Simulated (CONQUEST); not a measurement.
**ZnS under changes of volume**

One of the cells (19.727 Å³/atom); the others are scaled copies at fixed shape and fractional positions:

```
Zn S
1.0
     3.82121    0.00000    0.00000
     0.00000    3.82121    0.00000
     0.00000    0.00000    5.40400
Zn S
2 2
Direct
  0.00000 0.50000 0.25000
  0.50000 0.00000 0.75000
  0.00000 0.00000 0.00000
  0.50000 0.50000 0.50000
```

* Program: CONQUEST 1.3
* Functional: PBE
* Potentials or basis: PseudoDojo NC PBE, DZ, grid of 36 × 36 × 60 points
* k mesh: 7 × 7 × 5
* Occupations: fermi-dirac, width 0.05 eV
* Spin: no spin polarisation

| volume (Å³/atom) | energy over the lowest point (meV/atom) | pressure (GPa) | gap on the mesh (eV) |
| --- | --- | --- | --- |
| 18.543 | ? | ? | ? |
| 18.938 | 70.02 | 10.4 | 2.33 |
| 19.332 | 46.90 | 8.4 | 2.21 |
| 19.727 | 28.63 | 6.6 | 2.09 |
| 20.121 | 14.85 | 4.7 | 1.97 |
| 20.516 | 5.61 | 3.0 | 1.86 |
| 20.910 | 0.00 | 1.7 | 1.75 |

Question: What does the run at 18.543 Å³/atom give?

Answer: Energy over the lowest point 97.74 meV/atom; pressure 12.1 GPa; gap on the mesh 2.46 eV.

Worked out: A Birch-Murnaghan fit of order 3 (a polynomial in V^(-2/3)) to the other rows has its minimum at 21.32 Å³/atom, just outside them, with B0 = V·E''(V) = 74 GPa and B' = 3.1. It gives 98.58 meV/atom at 18.543 Å³/atom, against the run's 97.74, and -dE/dV = 12.7 GPa, against 12.1. A straight line through the other rows of the gap, of slope -5.87 eV per unit of ln V, extrapolates to 2.45 eV, against the run's 2.46.

Energies are extrapolated to zero smearing.

Caveats: the atomic basis is small; an odd mesh through Γ misses points on the zone boundary, where band edges often lie; the basis of atomic orbitals isn't converged, which shifts pressures, moduli and gaps; the real-space grid breaks the cell's symmetry a little (some runs).
